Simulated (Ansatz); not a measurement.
Reactions of C₃H₄N₂ (`NC1=C=CN1`).

Isolated molecules relaxed with PBE0-D4/def2-TZVP in Ansatz; ΔE leaves out vibrations. CCSD(T)/CBS is the MP2 limit (def2-TZVPP, def2-QZVPP) plus CCSD(T) − MP2 in def2-TZVPP, frozen cores. This one scheme is used for every species, atoms too. Functionals use def2-TZVPP. B3LYP here is the variant with VWN-RPA as its local correlation; programs differ in this. Open shells (•) are unrestricted, without spin–orbit coupling. Spin–orbit coupling would lower the free atoms: a little for C. Each species was taken in one conformer, which may not be the lowest.

```
                        reaction  PBE-D4 (kJ/mol)  B3LYP-D4 (kJ/mol)  r2SCAN-D4 (kJ/mol)  MP2/CBS(def2) (kJ/mol)  CCSD(T)/CBS(def2) (kJ/mol)
       `NC1=C=CN1` → `C=NC1C=N1`             -138               -152                -138                    -147                        -150
`NC1=C=CN1` → 3 C• + 4 H• + 2 N•             3767               3583                3578                    3657                        3550
       `NC1=C=CN1` → `N=C1CC1=N`             -149               -154                -144                    -131                        -137
      `NC1=C=CN1` → `c1cn[nH]c1`             -372               -377                -375                    -390                        -369
```

Largest T1 diagnostic: 0.014, for `NC1=C=CN1`.
